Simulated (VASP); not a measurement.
# Pt (Im-3m) in VASP: further runs, part 2 of 2

VASP 6.6.1. Earlier steps stand in the parts before.

### 4 Single point, LDA

INCAR reads:

```
PREC = Accurate
ENCUT = 460
EDIFF = 1E-6
ISMEAR = 1
SIGMA = 0.4
LREAL = False
LASPH = True
NELM = 100
ALGO = Normal
ISIF = 2
LWAVE = False
LCHARG = False
GGA = CA
ADDGRID = False
```

KPOINTS reads:

```
Automatic mesh
0
Gamma
  15 15 15
```

POSCAR reads:

```
Pt
1.0
   -1.5842200000      1.5842200000      1.5842200000
    1.5842200000     -1.5842200000      1.5842200000
    1.5842200000      1.5842200000     -1.5842200000
Pt
1
Direct
    0.0000000000      0.0000000000      0.0000000000
```

Potentials or basis: VASP PAW LDA potentials, release 64 (Pt).

The run is started by

```
cat potpaw_LDA.64/Pt/POTCAR > POTCAR
mpirun -np 1 vasp_std > vasp.out
```

OUTCAR:

```text
PREC = Accurate
   ENCUT = 460
   EDIFF = 1E-6
   ISMEAR = 1
   LREAL = False
   LASPH = True
   NELM = 100
   ISIF = 2
   GGA = CA

 Found    120 irreducible k-points:

 Following reciprocal coordinates:
            Coordinates               Weight
  0.000000  0.000000  0.000000      1.000000
  0.066667  0.000000  0.000000     12.000000
  0.133333  0.000000  0.000000     12.000000
  0.200000  0.000000  0.000000     12.000000
  0.266667  0.000000  0.000000     12.000000
  0.333333  0.000000  0.000000     12.000000
   k-points           NKPTS =    120   k-points in BZ     NKDIM =    120   number of bands    NBANDS=      9
   number of dos      NEDOS =    301   number of ions     NIONS =      1
   total plane-waves  NPLWV =   8000
   dimension x,y,z NGX =    20 NGY =   20 NGZ =   20
   dimension x,y,z NGXF=    40 NGYF=   40 NGZF=   40
   ions per type =               1
   NGX,Y,Z   is equivalent  to a cutoff of  12.12, 12.12, 12.12 a.u.
   NGXF,Y,Z  is equivalent  to a cutoff of  24.23, 24.23, 24.23 a.u.
 SYSTEM =  unknown system
   PREC   = accura    normal or accurate (medium, high low for compatibility)
   ISTART =      0    job   : 0-new  1-cont  2-samecut
   ICHARG =      2    charge: 1-file 2-atom 10-const
   ISPIN  =      1    spin polarized calculation?
   LNONCOLLINEAR =      F non collinear calculations
   LSORBIT =      F    spin-orbit coupling
   LASPH  =      T    aspherical Exc in radial PAW
   ENCUT  =  460.0 eV  33.81 Ry    5.81 a.u.   4.80  4.80  4.80*2*pi/ulx,y,z
   NELM   =    100;   NELMIN=  2; NELMDL= -5     # of ELM steps
   EDIFF  = 0.1E-05   stopping-criterion for ELM
   LREAL  =      F    real-space projection
   EDIFFG = 0.1E-04   stopping-criterion for IOM
   NSW    =      0    number of steps for IOM
   IBRION =     -1    ionic relax: 0-MD 1-quasi-New 2-CG
   NFREE  =      0    steps in history (QN), initial steepest desc. (CG)
   ISIF   =      2    stress and relaxation
   ISYM   =      2    0-nonsym 1-usesym 2-fastsym
   POTIM  = 0.5000    time-step for ionic-motion
   TEBEG  =    0.0;   TEEND  =   0.0 temperature during run
   PSTRESS=    0.0 pullay stress
   NELECT =      10.0000    total number of electrons
   NUPDOWN=      -1.0000    fix difference up-down
   EMIN   =  10.00;   EMAX   =-10.00  energy-range for DOS
   EFERMI =   0.00;   METHOD = LEGACY
   ISMEAR =     1;   SIGMA  =   0.40  broadening in eV -4-tet -1-fermi 0-gaus
   EFERMI_NEDOS =   21; number of points for ismear=-14 and -15
   IALGO  =     38    algorithm
   IMIX   =      4    mixing-type and parameters
     AMIX     =   0.40;   BMIX     =  1.00
     AMIX_MAG =   1.60;   BMIX_MAG =  1.00
  volume/ion in A,a.u.               =      15.90       107.33
  Fermi-wavevector in a.u.,A,eV,Ry     =   1.402510  2.650360 26.763132  1.967035
  Thomas-Fermi vector in A             =   2.525265
   LORBIT       =      0    0 simple, 1 ext, 2 COOP (PROOUT), +10 PAW based schemes
   GGA     = CA    functional components
   LHFCALC =     F    Hartree Fock is set to
   AEXX    =    0.0000 exact exchange contribution
   IVDW    =     0    specifies the selected vdW correction
   LEPSILON=     F    determine dielectric tensor
   LRPA    =     F    only Hartree local field effects (RPA)
 non-spin polarized calculation
 Methfessel and Paxton  Order N= 1 SIGMA  =   0.40
  energy-cutoff  :      460.00
  volume of cell :       15.90
 maximum number of plane-waves:       370
   NGX =  9   NGY =  9   NGZ =  9

 number of electron      10.0000000 magnetization

 Free energy of the ion-electron system (eV)
  ---------------------------------------------------
  ext. energy  EPLUGINS =         0.00000000
  ---------------------------------------------------
  free energy    TOTEN  =        -7.34309231 eV

  energy without entropy =       -7.36401898  energy(sigma->0) =       -7.35006787

 E-fermi :   9.9209     XC(G=0): -13.3757

 val. band max:        9.9101623738   @ k =  -0.4000   0.4000   0.3333
 cond. band min:       9.9325249002   @ k =  -0.3333   0.3333   0.1333
 fundamental gap:      0.0223625263
 Fermi energy:         9.9208869520

 k-point     1 :       0.0000    0.0000    0.0000
  band No.  band energies     occupation
      1       0.4795      2.00000
      2       6.4615      2.00000
      3       6.4616      2.00000
      4       6.4616      2.00000
      5       8.9810      2.00441
      6       8.9810      2.00441
      7      27.0061      0.00000
      8      27.0061      0.00000
      9      27.0061      0.00000

 k-point     2 :       0.0667    0.0000    0.0000
  band No.  band energies     occupation
      1       0.6594      2.00000
      2       6.3915      2.00000
      3       6.4618      2.00000
      4       6.6052      2.00000
      5       8.8903      2.00163
      6       8.9857      2.00463
      7      27.0894      0.00000
      8      27.1487      0.00000
      9      27.2705      0.00000

 k-point     3 :       0.1333    0.0000    0.0000
  band No.  band energies     occupation
      1       1.1769      2.00000
      2       6.1988      2.00000
      3       6.4500      2.00000
      4       7.0269      2.00000
      5       8.6934      2.00013
      6       9.0031      2.00552
      7      27.1555      0.00000
      8      27.2189      0.00000
      9      28.0368      0.00000

 k-point     4 :       0.2000    0.0000    0.0000
  band No.  band energies     occupation
      1       1.9481      2.00000
      2       5.9282      2.00000
      3       6.4346      2.00000
      4       7.6960      2.00000
      5       8.5516      2.00001
      6       9.0399      2.00788
      7      26.1097      0.00000
      8      26.7034      0.00000
      9      29.2293      0.00000

 k-point     5 :       0.2667    0.0000    0.0000
  band No.  band energies     occupation
      1       2.7634      2.00000
      2       5.6349      2.00000
      3       6.5907      2.00000
      4       8.5538      2.00001
      5       8.5622      2.00002
      6       9.0994      2.01339
      7      23.6938      0.00000
      8      25.6664      0.00000
      9      30.7414      0.00000

 k-point     6 :       0.3333    0.0000    0.0000
  band No.  band energies     occupation
      1       3.2822      2.00000
      2       5.3696      2.00000
      3       7.2734      2.00000
      4       8.7030      2.00015
      5       9.1747      2.02410
      6       9.4974      2.06038
      7      20.9259      0.00000
      8      24.5522      0.00000
      9      28.5307      0.00000

 [... further k-points ...]

------------------------ aborting loop because EDIFF is reached ----------------------------------------

  FORCE on cell =-STRESS in cart. coord.  units (eV):
  Direction    XX          YY          ZZ          XY          YZ          ZX
  --------------------------------------------------------------------------------------
  -------------------------------------------------------------------------------------
  Total       -1.5555138     -1.5555138     -1.5555138     -0.0000000     -0.0000000      0.0000000
  in kB     -156.7032443   -156.7032443   -156.7032443     -0.0000000     -0.0000000      0.0000000
  external PRESSURE =    -156.7032443 kB  Pullay stress =       0.0000000 kB

 VOLUME and BASIS-vectors are now :
 -----------------------------------------------------------------------------
  energy-cutoff  :      460.00
  volume of cell :       15.90
      direct lattice vectors                 reciprocal lattice vectors
    -1.584220000  1.584220000  1.584220000     0.000000000  0.315612731  0.315612731
     1.584220000 -1.584220000  1.584220000     0.315612731  0.000000000  0.315612731
     1.584220000  1.584220000 -1.584220000     0.315612731  0.315612731  0.000000000

 POSITION                                       TOTAL-FORCE (eV/Angst)
 -----------------------------------------------------------------------------------
      0.00000      0.00000      0.00000        -0.000000      0.000000     -0.000000
 -----------------------------------------------------------------------------------
    total drift:                                0.000000     -0.000000      0.000000

  FREE ENERGIE OF THE ION-ELECTRON SYSTEM (eV)
  ---------------------------------------------------
  free  energy   TOTEN  =        -7.3430923079 eV

  energy  without entropy=       -7.3640189803  energy(sigma->0) =       -7.35006787
```

stdout:

```text
POSCAR found type information on POSCAR Pt
 POSCAR found :  1 types and       1 ions
 scaLAPACK will be used
 LDA part: xc-table for (Slater(with rela. corr.)+CA(PZ))
 , standard interpolation
 POSCAR, INCAR and KPOINTS ok, starting setup
 FFT: planning ... GRIDC
 FFT: planning ... GRID_SOFT
 FFT: planning ... GRID
 WAVECAR not read
 entering main loop
```

It took 8.7 s on 1 thread of Intel Xeon Platinum 8488C (Sapphire Rapids), shared host; peak memory 0.13 GiB.

These settings aren't checked as converged: the numbers below hold their error.

What came out:

```
Free energy            : -7.3431 eV
Pressure               : -15.7 GPa
Band gap on the k mesh : none (metal or under the smearing width)
```
